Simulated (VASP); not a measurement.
Here is a VASP 6.6.1 calculation.

Contents of INCAR:

```
SYSTEM = Na2S
PREC = Accurate ; ENCUT = 600
EDIFF = 1E-7 ; ISMEAR = 0
SIGMA = 0.02 ; LREAL = .FALSE.
LASPH = .TRUE. ; NELM = 100
ALGO = Normal ; ISIF = 3
LWAVE = .FALSE. ; LCHARG = .FALSE.
GGA = PE ; IVDW = 12
IBRION = 2 ; NSW = 90
EDIFFG = -0.005
```

File KPOINTS:

```
Automatic mesh
0
G
  8 8 8
  0 0 0
```

File POSCAR:

```
Na2S
1.0
    0.0000000000      3.2491544900      3.2491544900
    3.2491544900      0.0000000000      3.2491544900
    3.2491544900      3.2491544900      0.0000000000
Na S
2 1
Direct
    0.2500000000      0.2500000000      0.2500000000
    0.7500000000      0.7500000000      0.7500000000
    0.0000000000      0.0000000000      0.0000000000
```

Potentials or basis: VASP PAW PBE potentials, release 64 (Na_pv, S).

Launch:

```sh
$ cat potpaw_PBE.64/Na_pv/POTCAR potpaw_PBE.64/S/POTCAR > POTCAR
$ mpirun -np 1 vasp_std > vasp.out
```

Question: Predict the band gap on the k mesh.

Answer: 2.64 eV, direct.

Question: Estimate the dispersion energy per atom.

Answer: -0.246 eV.

Final structure:
```
CELL_PARAMETERS angstrom
0.00000 3.22161 3.22161
3.22161 0.00000 3.22161
3.22161 3.22161 0.00000
ATOMIC_POSITIONS crystal
Na 0.25000 0.25000 0.25000
Na 0.75000 0.75000 0.75000
S 0.00000 0.00000 0.00000
```

A k mesh can miss the band edges. Expect the measured gap to be larger: semilocal functionals such as PBE lack the derivative discontinuity.
